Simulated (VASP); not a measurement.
A run of VASP 6.6.1:

INCAR

```
SYSTEM = NiO
PREC = Accurate ; ENCUT = 520
EDIFF = 1E-7 ; ISMEAR = 0
SIGMA = 0.02 ; LREAL = .FALSE.
LASPH = .TRUE. ; NELM = 120
ALGO = Fast ; ISIF = 2
LWAVE = .FALSE. ; LCHARG = .FALSE.
ISPIN = 2 ; MAGMOM = 2 -2 0 0
LORBIT = 11 ; LMAXMIX = 4
GGA = PE ; NBANDS = 28
```

KPOINTS

```
Automatic mesh
0
G
  4 4 4
  0 0 0
```

POSCAR

```
NiO                                     
1.0
   -0.0000000000      2.0798660771     -2.0798660771
    0.0000000000      2.0798660771      2.0798660771
    4.2913265249      0.0000000000     -0.0000000000
  Ni              O             
     2     2
Direct
     0.0000000000000000    0.0000000000000000    0.0000000000000000
     0.5000000000000000    0.5000000000000000    0.5000000000000000
     0.0000000000000000    0.0000000000000000    0.5000000000000000
     0.5000000000000000    0.5000000000000000    0.0000000000000000
```

File KPOINTS_OPT:

```
path GXMGZRAZ,XR,MA
15
line-mode
reciprocal
 0.0000000000  0.0000000000  0.0000000000  G
 0.0000000000  0.5000000000  0.0000000000  X

 0.0000000000  0.5000000000  0.0000000000  X
 0.5000000000  0.5000000000  0.0000000000  M

 0.5000000000  0.5000000000  0.0000000000  M
 0.0000000000  0.0000000000  0.0000000000  G

 0.0000000000  0.0000000000  0.0000000000  G
 0.0000000000  0.0000000000  0.5000000000  Z

 0.0000000000  0.0000000000  0.5000000000  Z
 0.0000000000  0.5000000000  0.5000000000  R

 0.0000000000  0.5000000000  0.5000000000  R
 0.5000000000  0.5000000000  0.5000000000  A

 0.5000000000  0.5000000000  0.5000000000  A
 0.0000000000  0.0000000000  0.5000000000  Z

 0.0000000000  0.5000000000  0.0000000000  X
 0.0000000000  0.5000000000  0.5000000000  R

 0.5000000000  0.5000000000  0.0000000000  M
 0.5000000000  0.5000000000  0.5000000000  A
```

Potentials or basis: VASP PAW PBE potentials, release 64 (Ni, O).

Command:

```console
$ cat potpaw_PBE.64/Ni/POTCAR potpaw_PBE.64/O/POTCAR > POTCAR
$ mpirun -np 1 vasp_std > vasp.out
```

Hardware: 1 thread of Intel(R) Xeon(R) Platinum 8259CL CPU @ 2.50GHz (Skylake/Cascade Lake), with other jobs on the host.

How long does it take, and how much memory?

Run time: 2 min on 1 thread of Intel(R) Xeon(R) Platinum 8259CL CPU @ 2.50GHz (Skylake/Cascade Lake), on a shared host, peak memory 0.19 GiB. Counts: scf iterations 89, k points 18.
